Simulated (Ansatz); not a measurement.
Here is an unrelaxed guess for GaN.

```cif
data_structure
_symmetry_space_group_name_H-M 'Pmmm'
_symmetry_Int_Tables_number 47
_cell_length_a 2.7083
_cell_length_b 3.0570
_cell_length_c 7.0633
_cell_angle_alpha 90.000
_cell_angle_beta 90.000
_cell_angle_gamma 90.000
_cell_volume 58.48
loop_
_atom_site_label
_atom_site_type_symbol
_atom_site_symmetry_multiplicity
_atom_site_Wyckoff_symbol
_atom_site_fract_x
_atom_site_fract_y
_atom_site_fract_z
_atom_site_occupancy
Ga1 Ga 2 t 0.50000 0.50000 0.17805 1
Ga2 Ga 1 c 0.00000 0.00000 0.50000 1
N1 N 2 s 0.50000 0.00000 0.32195 1
N2 N 1 e 0.00000 0.50000 0.00000 1
```

The calculation used Ansatz, DFT PBE, scalar-relativistic, plane waves, PAW. Settings: cutoff 420 eV, Γ-centred mesh 6×6×4 on the computed 6-atom cell, Gaussian smearing of 0.10 eV; no spin polarisation.

Energies over the elements count from the elements' standard structures at the same level (N₂ as a molecule), with no fitted energy shifts.

Q: Estimate its pressure, forces and energy as it stands.

A: The pressure is 59.3 GPa (the mean over three directions, positive in compression), the largest force is 0.81 eV/Å, and the energy is +0.45 eV/atom against the elements. The shortest distance is 1.84 Å.

Q: How much does it gain on relaxing, and where does it end?

A: Relaxing gains about 0.40 eV/atom (the start's value is from the coarse mesh, so the gain is rough) in 13 ionic steps and ends at +0.04 eV/atom on the finer mesh. The symmetry stays Pmmm (No. 47). The volume per atom grows by 24.8 %, from 9.7 to 12.2 Å³. The shortest distance goes from 1.84 Å (Ga–N) to 1.97 Å (Ga–N). Conventional cell: a = 2.995 Å, b = 3.211 Å, c = 7.588 Å. Around Ga on a site of symmetry mm2 lie 4 N at 1.97–1.99 Å; around Ga on a site of symmetry mmm lie 4 N at 2.02 Å; N on a site of symmetry mm2 has 4 Ga at 1.97–2.02 Å; 1 more site not described.

The last run used a 12×12×6 mesh (in the run's order of axes) for its 6-atom cell and Gaussian smearing of 0.10 eV. The relaxation can't lower the symmetry of the start. A structure relaxed within its symmetry needn't be a true minimum. Another cell of GaN relaxed alike, in I-42d, lies 22 meV/atom lower, so this cell isn't the stable form at this level.
